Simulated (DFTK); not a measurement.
## BaS under changes of volume

One of the cells (32.576 Å³/atom); the others are scaled copies at fixed shape and fractional positions:

```
CELL_PARAMETERS angstrom
0.00000 3.19375 3.19375
3.19375 0.00000 3.19375
3.19375 3.19375 0.00000
ATOMIC_POSITIONS crystal
Ba 0.00000 0.00000 0.00000
S 0.50000 0.50000 0.50000
```

* Program: DFTK 0.8.2
* Functional: PBEsol
* Potentials or basis: dojo.nc.sr.pbesol.v0_4_1.standard.upf (PBEsol)
* Cutoff: 871 eV
* k mesh: 7 × 7 × 7
* Occupations: fermi-dirac, width 0.05 eV
* Spin: no spin polarisation

```csv
volume (Å³/atom),energy over the lowest point (meV/atom),pressure (GPa),gap on the mesh (eV)
30.622,8.53,2.1,1.97
31.273,2.11,1.0,2.01
31.925,0.00,0.0,2.05
32.576,1.73,-0.9,2.08
33.228,?,?,?
33.879,15.13,-2.4,2.14
34.531,26.11,-3.0,2.17
```

Q: What does the run at 33.228 Å³/atom give?

A: Energy over the lowest point 6.90 meV/atom; pressure -1.7 GPa; gap on the mesh 2.11 eV.

Worked out: A Birch-Murnaghan fit of order 3 (a polynomial in V^(-2/3)) to the other rows has its minimum at 31.94 Å³/atom with B0 = V·E''(V) = 46 GPa and B' = 4.6. It gives 6.90 meV/atom at 33.228 Å³/atom, against the run's 6.90, and -dE/dV = -1.7 GPa, against -1.7. A straight line through the other rows of the gap, of slope 1.64 eV per unit of ln V, gives 2.11 eV, against the run's 2.11.

Energies are extrapolated to zero smearing.

Caveats: this release of the barium file is off; spin-orbit coupling is left out, which moves the levels of the heavy elements; an odd mesh through Γ misses points on the zone boundary, where band edges often lie.
